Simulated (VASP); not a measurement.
# Native point defects of GaCo, part 3 of 7

Wanted: a map of the native defects of GaCo, all in one supercell and at one level. The start is a cell from a database of measured crystal structures.

VASP 6.6.1, plane waves and PAW; the level of theory is named at each step.

So far. Step 2 (Relaxing the host crystal): The run ended after 3 ionic steps, 0.022 eV below its first step, once forces and stress met EDIFFG = -0.02. Step 3 (The supercell without the defect): The host is treated as a metal, as its relaxation found a gap under 0.3 eV or none, and only the neutral defect is run.

## (4) Reference Co

This step: PBEsol, spin-polarised from a ferromagnetic start; plane waves and PAW (Co) (VASP 6.6.1).

System of this step: Co. The structure is hexagonal, space group P6_3/mmc (No. 194). Conventional cell: a = 2.510 Å, b = 2.510 Å, c = 4.071 Å, α = 90.00°, β = 90.00°, γ = 120.00°. Nearest to Co lie 12 Co at 2.50 to 2.51 Å.

The reference for Co is its crystal, relaxed at the cutoff of the large cell.

INCAR reads:

```
SYSTEM = Co
PREC = Normal
ENCUT = 300
EDIFF = 1E-05
NELM = 120
ISMEAR = 1
SIGMA = 0.1
LREAL = Auto
ALGO = Fast
GGA = PS
NBANDS = 18
ISPIN = 2
MAGMOM = 1.7 1.7
LASPH = .TRUE.
LMAXMIX = 4
LORBIT = 11
LWAVE = .FALSE.
LCHARG = .FALSE.
KPAR = 8
IBRION = 2
NSW = 25
ISIF = 3
EDIFFG = -0.02
POTIM = 0.4
```

POSCAR reads:

```
Co
1.0
    2.5100000000      0.0000000000      0.0000000000
   -1.2550000000      2.1737237635      0.0000000000
    0.0000000000      0.0000000000      4.0712200000
Co
2
Direct
    0.0000000000      0.0000000000      0.0000000000
    0.3333333333      0.6666666667      0.5000000000
```

KPOINTS reads:

```
Automatic mesh
0
Gamma
12 12 7
0 0 0
```

Potentials, in the order of the species: Co (PBE family, release 64).

Command:

```console
$ mpirun -np 8 vasp_std
```

The log of the run:

```text
[banner, memory and clock lines left out]
running    8 mpi-ranks, on    1 nodes
 distrk:  each k-point on    1 cores,    8 groups
 distr:  one band on    1 cores,    1 groups

 POSCAR found type information on POSCAR Co
 POSCAR found :  1 types and       2 ions
 [... a notice as in an earlier step ...]

|                                                                             |
|               ----> ADVICE to this user running VASP <----                  |
|                                                                             |
|     You have a (more or less) 'small supercell' and for smaller cells       |
|     it is recommended to use the reciprocal-space projection scheme!        |
|     The real-space optimization is not efficient for small cells and it     |
|     is also less accurate ...                                               |
|     Therefore, set LREAL=.FALSE. in the INCAR file.                         |
|                                                                             |

 [... a notice as in an earlier step ...]

 LDA part: xc-table for (Slater+PW92), standard interpolation
 POSCAR, INCAR and KPOINTS ok, starting setup
 FFT: planning ... GRIDC
 FFT: planning ... GRID_SOFT
 FFT: planning ... GRID
 WAVECAR not read
 entering main loop
       N       E                     dE             d eps       ncg     rms          rms(c)
DAV:   1     0.567715590812E+02    0.56772E+02   -0.53313E+03  5928   0.820E+02
DAV:   2    -0.158140764863E+02   -0.72586E+02   -0.65745E+02  5504   0.182E+02
DAV:   3    -0.179266733803E+02   -0.21126E+01   -0.20617E+01  6204   0.393E+01
DAV:   4    -0.179595657172E+02   -0.32892E-01   -0.32877E-01  6966   0.415E+00
DAV:   5    -0.179603134029E+02   -0.74769E-03   -0.74766E-03  6190   0.558E-01    0.152E+01
RMM:   6    -0.159602251324E+02    0.20001E+01   -0.10794E+01  5472   0.368E+01    0.807E+00
RMM:   7    -0.154556048159E+02    0.50462E+00   -0.13890E+00  5472   0.143E+01    0.405E+00
RMM:   8    -0.154282917146E+02    0.27313E-01   -0.29787E-02  5534   0.116E+00    0.173E+00
RMM:   9    -0.154142663683E+02    0.14025E-01   -0.86678E-03  5797   0.510E-01    0.567E-01
RMM:  10    -0.154142109277E+02    0.55441E-04   -0.12087E-03  5720   0.293E-01    0.342E-01
RMM:  11    -0.154140967543E+02    0.11417E-03   -0.50233E-04  5510   0.199E-01    0.460E-02
RMM:  12    -0.154140896136E+02    0.71408E-05   -0.19483E-04  5773   0.844E-02    0.320E-02
RMM:  13    -0.154140860987E+02    0.35149E-05   -0.26268E-05  4217   0.450E-02
   1 F= -.15414086E+02 E0= -.15413916E+02  d E =-.154141E+02  mag=     3.2797
 curvature:   0.00 expect dE= 0.000E+00 dE for cont linesearch  0.000E+00
 trial: gam= 0.00000 g(F)=  0.866E-47 g(S)=  0.286E+00 ort = 0.000E+00 (trialstep = 0.100E+01)
 search vector abs. value=  0.286E+00
 bond charge predicted
       N       E                     dE             d eps       ncg     rms          rms(c)
DAV:   1    -0.190345136993E+02   -0.36204E+01   -0.31074E+01  5750   0.917E+01    0.165E+01
RMM:   2    -0.159077958082E+02    0.31267E+01   -0.81388E+00  5472   0.344E+01    0.906E+00
RMM:   3    -0.155496536507E+02    0.35814E+00   -0.89977E-01  5477   0.115E+01    0.445E+00
RMM:   4    -0.154846900850E+02    0.64964E-01   -0.38964E-02  5650   0.150E+00    0.147E+00
RMM:   5    -0.154428417948E+02    0.41848E-01   -0.11084E-02  5762   0.836E-01    0.365E-01
RMM:   6    -0.154422534568E+02    0.58834E-03   -0.29454E-03  5589   0.603E-01    0.141E-01
RMM:   7    -0.154424342560E+02   -0.18080E-03   -0.12624E-03  6205   0.182E-01    0.772E-02
RMM:   8    -0.154424408071E+02   -0.65510E-05   -0.10098E-04  5304   0.614E-02    0.267E-02
RMM:   9    -0.154424403268E+02    0.48029E-06   -0.15826E-05  4050   0.254E-02
   2 F= -.15442440E+02 E0= -.15442904E+02  d E =-.283542E-01  mag=     2.9750
[...]
3 F= -.15492831E+02 E0= -.15492607E+02  d E =-.787449E-01  mag=     3.1021
[...]
4 F= -.15492747E+02 E0= -.15492530E+02  d E =-.786610E-01  mag=     3.1095
[...]
5 F= -.15492844E+02 E0= -.15492611E+02  d E =-.965098E-04  mag=     3.1093
[...]
6 F= -.15492845E+02 E0= -.15492602E+02  d E =-.981716E-04  mag=     3.1094
 curvature:  -0.75 expect dE=-0.245E-03 dE for cont linesearch -0.344E-05
 trial: gam= 0.13717 g(F)=  0.241E-46 g(S)=  0.328E-03 ort =-0.265E-04 (trialstep = 0.498E+00)
 search vector abs. value=  0.323E-03
 bond charge predicted
       N       E                     dE             d eps       ncg     rms          rms(c)
DAV:   1    -0.154939164812E+02   -0.10699E-02   -0.86022E-03  5788   0.162E+00    0.253E-01
RMM:   2    -0.154931029139E+02    0.81357E-03   -0.23873E-03  5472   0.574E-01    0.152E-01
RMM:   3    -0.154929653224E+02    0.13759E-03   -0.26253E-04  5425   0.191E-01    0.721E-02
RMM:   4    -0.154929508570E+02    0.14465E-04   -0.10479E-05  3454   0.254E-02    0.244E-02
RMM:   5    -0.154929427704E+02    0.80866E-05   -0.28673E-06  3202   0.127E-02
   7 F= -.15492943E+02 E0= -.15492694E+02  d E =-.975093E-04  mag=     3.1001
 trial-energy change:   -0.000098  1 .order   -0.000068   -0.000162    0.000026
 step:   0.4285(harm=  0.4285)  dis= 0.00000  next Energy=   -15.492915 (dE=-0.694E-04)
 reached required accuracy - stopping structural energy minimisation
```

Wall time 19 s (8 MPI ranks of Intel Xeon 6975P-C (Granite Rapids), shared host); peak memory 0.95 GiB.

From OUTCAR (step 4):

```text
  LATTYP: Found a hexagonal cell.
 ALAT       =     2.5100000000
 C/A-ratio  =     1.6220000000

 Subroutine GETGRP returns: Found 24 space group operations
 (whereof 12 operations were pure point group operations)

The static configuration has the point symmetry D_3h.
 The point group associated with its full space group is D_6h.

 Found     76 irreducible k-points:

   k-points           NKPTS =     76   k-points in BZ     NKDIM =     76   number of bands    NBANDS=     18

   dimension x,y,z NGX =    12 NGY =   12 NGZ =   18
   dimension x,y,z NGXF=    24 NGYF=   24 NGZF=   36

   ENCUT  =  300.0 eV  22.05 Ry    4.70 a.u.   3.54  3.54  5.75*2*pi/ulx,y,z

   NELECT =      18.0000    total number of electrons

 E-fermi :  10.7901

 spin component 1
 k-point     1 :       0.0000    0.0000    0.0000
  band No.  band energies     occupation
    ...
      8       8.8874      1.00000
      9       8.8874      1.00000
     10      10.0998      1.00000
     11      10.0998      1.00000
     12      10.6732      1.03495
     13      17.6481      0.00000
     14      33.0942      0.00000
     15      36.1324      0.00000
     16      36.1324      0.00000
     17      36.3836      0.00000
    ...

 k-point     2 :       0.0833   -0.0000    0.0000
  band No.  band energies     occupation
    ...
      7       8.6243      1.00000
      8       8.7179      1.00000
      9       8.8097      1.00000
     10       9.2219      1.00000
     11      10.1335      1.00000
     12      11.8862     -0.00000
     13      17.6863      0.00000
     14      31.4092      0.00000
     15      33.8042      0.00000
     16      33.9245      0.00000
    ...

 k-point     3 :       0.1667   -0.0000    0.0000
  band No.  band energies     occupation
    ...
      7       8.6383      1.00000
      8       8.7055      1.00000
      9       8.8406      1.00000
     10       8.9278      1.00000
     11      10.2052      1.00000
     12      13.5567      0.00000
     13      17.8192      0.00000
     14      27.6013      0.00000
     15      31.4442      0.00000
     16      32.8396      0.00000
    ...

 k-point     4 :       0.2500   -0.0000    0.0000
  band No.  band energies     occupation
    ...
      7       8.6296      1.00000
      8       9.1408      1.00000
      9       9.1653      1.00000
     10       9.3642      1.00000
     11      10.2734      1.00000
     12      15.4243      0.00000
     13      18.0746      0.00000
     14      23.8453      0.00000
     15      29.2856      0.00000
     16      31.3932      0.00000
    ...

  Total        0.0016608      0.0016608      0.0348612     -0.0000000      0.0000000      0.0000000
  in kB        0.1289119      0.1289119      2.7059645     -0.0000000      0.0000000      0.0000000
  external PRESSURE =       0.9879294 kB  Pullay stress =       0.0000000 kB

  energy-cutoff  :      300.00
  volume of cell :       20.64
      direct lattice vectors                 reciprocal lattice vectors
     2.454680457 -0.000000000  0.000000000     0.407385001  0.235203840 -0.000000000
    -1.227340228  2.125815634 -0.000000000     0.000000000  0.470407680 -0.000000000
     0.000000000  0.000000000  3.955575870    -0.000000000  0.000000000  0.252807690

 POSITION                                       TOTAL-FORCE (eV/Angst)
 -----------------------------------------------------------------------------------
      2.45468      0.00000      3.95558        -0.000000      0.000000      0.000000
     -0.00000      1.41721      1.97779         0.000000     -0.000000      0.000000
 -----------------------------------------------------------------------------------
    total drift:                               -0.000000      0.000000     -0.000000

  FREE ENERGIE OF THE ION-ELECTRON SYSTEM (eV)
  ---------------------------------------------------
  free  energy   TOTEN  =       -15.4929427704 eV

  energy  without entropy=      -15.4921951611  energy(sigma->0) =      -15.49269357

 total charge
# of ion       s       p       d       tot
------------------------------------------
    1        0.510   0.570   7.283   8.363
    2        0.510   0.570   7.283   8.363
--------------------------------------------------
tot          1.020   1.140  14.565  16.726

 magnetization (x)
# of ion       s       p       d       tot
------------------------------------------
    1       -0.015  -0.051   1.623   1.556
    2       -0.015  -0.051   1.623   1.556
--------------------------------------------------
tot         -0.030  -0.102   3.245   3.113

[... 1 part as in an earlier step ...]

[... 11 further parts left out ...]
```

CONTCAR:

```
Co
   1.00000000000000
     2.4546804569728451   -0.0000000000000000    0.0000000000000000
    -1.2273402284864225    2.1258156339126679   -0.0000000000000000
     0.0000000000000000    0.0000000000000000    3.9555758699727477
  Co
     2
Direct
     1.0000000000000000    0.0000000000000000    1.0000000000000000
     0.3333333332999970    0.6666666667000030    0.5000000000000000
```

The magnetic state follows from one typed start and may not be the lowest. The run keeps the 24 symmetry operations of its start, so it cannot find a distortion of lower symmetry.

Step by step:

```tsv
step	energy less that of the first step (eV)	largest force (eV/Å)	pressure (GPa)	volume (Å³)
1	0.0000	0.0000	-16.00	22.21
2	-0.0284	0.0000	15.41	19.48
3	-0.0787	0.0000	0.03	20.66
4	-0.0787	0.0000	-0.53	20.69
5	-0.0788	0.0000	-0.56	20.69
6	-0.0788	0.0000	-0.58	20.69
7	-0.0789	0.0000	0.10	20.64
```

```tsv
conventional cell, symmetrised	before	after	change
a (Å)	2.510	2.455	-2.2 %
b (Å)	2.510	2.455	-2.2 %
c (Å)	4.071	3.956	-2.8 %
volume (Å³/atom)	11.11	10.32	-7.1 %
```

Final coordinates:

```xyz
2
Lattice="2.4547 0.0000 0.0000 -1.2273 2.1258 0.0000 0.0000 0.0000 3.9556" Properties=species:S:1:pos:R:3 pbc="T T T"
Co    0.0000    0.0000    0.0000
Co    0.0000    1.4172    1.9778
```

This step gave:

| Item | Value |
| --- | --- |
| electronic cycles | 47 |
| electrons | 18 |
| free energy (TOTEN) | -15.49 eV |
| energy at zero smearing | -15.49 eV |
| Fermi energy | 10.79 eV |
| moment of the cell, from the last line of the log | 3.100 μB |

Spin moment in the PAW sphere by atom:

```tsv
atom	spin moment in the PAW sphere (μB)
Co1	1.56
Co2	1.56
```

The run ended after 7 ionic steps, 0.079 eV below its first step, once forces and stress met EDIFFG = -0.02.

Energy at zero smearing: -15.49269 eV.

## (5) Reference Ga

This step: PBEsol; plane waves and PAW (Ga) (VASP 6.6.1).

System of this step: Ga. The structure is orthorhombic, space group Cmce (No. 64). The conventional cell has a = 4.432 Å, b = 7.598 Å, c = 4.556 Å, α = 90.00°, β = 90.00°, γ = 90.00°. Nearest to Ga lie 7 Ga at 2.49 to 2.75 Å.

The reference for Ga is its crystal, relaxed at the cutoff of the large cell.

Changes to INCAR since step 4:

```diff
@@ -1,2 +1,2 @@
-SYSTEM = Co
+SYSTEM = Ga
 PREC = Normal
@@ -10,7 +10,3 @@
 GGA = PS
-NBANDS = 18
-ISPIN = 2
-MAGMOM = 1.7 1.7
-LASPH = .TRUE.
-LMAXMIX = 4
+NBANDS = 12
 LORBIT = 11
```

POSCAR reads:

```
Ga
1.0
    2.2160233304     -3.7989918401      0.0000000000
    2.2160233304      3.7989918401      0.0000000000
    0.0000000000      0.0000000000      4.5555035300
Ga
4
Direct
    0.6556957200      0.3443042800      0.4154013900
    0.8443042800      0.1556957200      0.9154013900
    0.3443042800      0.6556957200      0.5845986100
    0.1556957200      0.8443042800      0.0845986100
```

KPOINTS reads:

```
Automatic mesh
0
Gamma
7 7 6
0 0 0
```

Potentials, in the order of the species: Ga (PBE family, release 64).

Command:

```console
$ mpirun -np 8 vasp_std
```

The log of the run:

```text
[banner, memory and clock lines left out]
running    8 mpi-ranks, on    1 nodes
 distrk:  each k-point on    1 cores,    8 groups
 distr:  one band on    1 cores,    1 groups

 POSCAR found type information on POSCAR Ga
 POSCAR found :  1 types and       4 ions
 [... a notice as in an earlier step ...]

 [... a notice as in an earlier step ...]

 [... a notice as in an earlier step ...]

 LDA part: xc-table for (Slater+PW92), standard interpolation
 POSCAR, INCAR and KPOINTS ok, starting setup
 FFT: planning ... GRIDC
 FFT: planning ... GRID_SOFT
 FFT: planning ... GRID
 WAVECAR not read
 entering main loop
       N       E                     dE             d eps       ncg     rms          rms(c)
DAV:   1     0.129029999405E+02    0.12903E+02   -0.30464E+03  1536   0.502E+02
DAV:   2    -0.125612814417E+02   -0.25464E+02   -0.24473E+02  1924   0.848E+01
DAV:   3    -0.135082525627E+02   -0.94697E+00   -0.93659E+00  2036   0.166E+01
DAV:   4    -0.135137355093E+02   -0.54829E-02   -0.54800E-02  1780   0.115E+00
DAV:   5    -0.135137573699E+02   -0.21861E-04   -0.21856E-04  1964   0.611E-02    0.522E+00
RMM:   6    -0.134142920802E+02    0.99465E-01   -0.10145E-02  1536   0.926E-01    0.304E+00
RMM:   7    -0.133504521175E+02    0.63840E-01   -0.28806E-02  1536   0.148E+00    0.236E-01
RMM:   8    -0.133505136659E+02   -0.61548E-04   -0.11524E-03  1536   0.252E-01    0.330E-02
RMM:   9    -0.133505192231E+02   -0.55572E-05   -0.81218E-05  1513   0.568E-02
   1 F= -.13350519E+02 E0= -.13350449E+02  d E =-.133505E+02
 curvature:   0.00 expect dE= 0.000E+00 dE for cont linesearch  0.000E+00
 trial: gam= 0.00000 g(F)=  0.276E-04 g(S)=  0.693E-03 ort = 0.000E+00 (trialstep = 0.100E+01)
 search vector abs. value=  0.721E-03
 bond charge predicted
       N       E                     dE             d eps       ncg     rms          rms(c)
DAV:   1    -0.133510857075E+02   -0.57204E-03   -0.44093E-03  1924   0.341E-01    0.573E-02
RMM:   2    -0.133509849510E+02    0.10076E-03   -0.13377E-04  1535   0.701E-02    0.316E-02
RMM:   3    -0.133509353373E+02    0.49614E-04   -0.70186E-05  1536   0.435E-02    0.528E-03
RMM:   4    -0.133509348745E+02    0.46274E-06   -0.44712E-06   950   0.126E-02
   2 F= -.13350935E+02 E0= -.13350849E+02  d E =-.415651E-03
 trial-energy change:   -0.000416  1 .order   -0.000430   -0.000721   -0.000138
 step:   1.2375(harm=  1.2375)  dis= 0.00053  next Energy=   -13.350965 (dE=-0.446E-03)
 reached required accuracy - stopping structural energy minimisation
```

Wall time 3 s (8 MPI ranks); peak memory 0.97 GiB.

From OUTCAR (step 5):

```text
   k-points           NKPTS =     64   k-points in BZ     NKDIM =     64   number of bands    NBANDS=     12

   ENCUT  =  300.0 eV  22.05 Ry    4.70 a.u.   6.21  6.21  6.43*2*pi/ulx,y,z

   NELECT =      12.0000    total number of electrons

 E-fermi :   2.3482

 k-point     1 :       0.0000    0.0000    0.0000
  band No.  band energies     occupation
    ...
      2      -2.0681      2.00000
      3      -1.6701      2.00000
      4       0.6057      2.00000
      5       0.8432      2.00000
      6       1.5326      2.00000
      7       3.2771     -0.00000
      8       3.2869     -0.00000
      9       3.4252     -0.00000
     10       7.5496      0.00000
     11       7.6974      0.00000
    ...

  Total       -0.0023205      0.0527289     -0.0295789      0.0000000      0.0000000      0.0000000
  in kB       -0.0482887      1.0972463     -0.6155131      0.0000000      0.0000000      0.0000000
  external PRESSURE =       0.1444815 kB  Pullay stress =       0.0000000 kB

 POSITION                                       TOTAL-FORCE (eV/Angst)
 -----------------------------------------------------------------------------------
      2.21797     -1.18535      1.89368         0.000000      0.011547      0.010169
      2.21797     -2.62265      4.17267         0.000000     -0.011547      0.010169
      2.21797      1.18535      2.66430         0.000000     -0.011547     -0.010169
      2.21797      2.62265      0.38531         0.000000      0.011547     -0.010169
 -----------------------------------------------------------------------------------
    total drift:                                0.000000      0.000000      0.000000

  FREE ENERGIE OF THE ION-ELECTRON SYSTEM (eV)
  ---------------------------------------------------
  free  energy   TOTEN  =       -13.3509348745 eV

  energy  without entropy=      -13.3506766189  energy(sigma->0) =      -13.35084879

[... 1 part as in an earlier step ...]

[... 15 further parts left out ...]
```

CONTCAR:

```
Ga
   1.00000000000000
     2.2179712749793499   -3.8079991360881214   -0.0000000000000000
     2.2179712749793499    3.8079991360881214    0.0000000000000000
     0.0000000000000000    0.0000000000000000    4.5579803267270664
  Ga
     4
Direct
     0.6556390650053185    0.3443609349946814    0.4154638591426942
     0.8443609349946815    0.1556390650053186    0.9154638591426942
     0.3443609349946814    0.6556390650053185    0.5845361408573058
     0.1556390650053186    0.8443609349946815    0.0845361408573057
```

The run keeps the 8 symmetry operations of its start, so it cannot find a distortion of lower symmetry.

Step by step:

```tsv
step	energy less that of the first step (eV)	largest force (eV/Å)	pressure (GPa)	volume (Å³)
1	0.0000	0.0134	0.27	76.70
2	-0.0004	0.0154	0.01	76.99
```

```tsv
conventional cell, symmetrised	before	after	change
a (Å)	4.432	4.436	+0.1 %
b (Å)	7.598	7.616	+0.2 %
c (Å)	4.556	4.558	+0.1 %
volume (Å³/atom)	19.18	19.25	+0.4 %
```

Final coordinates:

```xyz
4
Lattice="2.2180 -3.8080 0.0000 2.2180 3.8080 0.0000 0.0000 0.0000 4.5580" Properties=species:S:1:pos:R:3 pbc="T T T"
Ga    2.2180   -1.1853    1.8937
Ga    2.2180   -2.6227    4.1727
Ga    2.2180    1.1853    2.6643
Ga    2.2180    2.6227    0.3853
```

Numbers from this step:

```
electronic cycles       : 13
electrons               : 12
free energy (TOTEN)     : -13.35 eV
energy at zero smearing : -13.35 eV
Fermi energy            : 2.348 eV
```

The run ended after 2 ionic steps, 0.000 eV below its first step, once forces and stress met EDIFFG = -0.02.

Energy at zero smearing: -13.35085 eV.

[end of part 3 of 7]

[Lines on the potential files, build, host, timing and source positions are cut from VASP's logs without a mark.]

[Logs are printed without paths, hosts, clocks, repeated set-up lines and the standing remarks that a program may print on its own settings, such as how far it seeks lower states.]

[Hosts, paths, dates, database ids (printed as entryN), source tags and the programs' standing remarks are cut or masked in the printed files.]

[In band tables of VASP the shares of atoms and orbitals are scaled to a sum of 1 inside the atoms' spheres.]

[Runs that stopped without an error message from VASP are left out.]
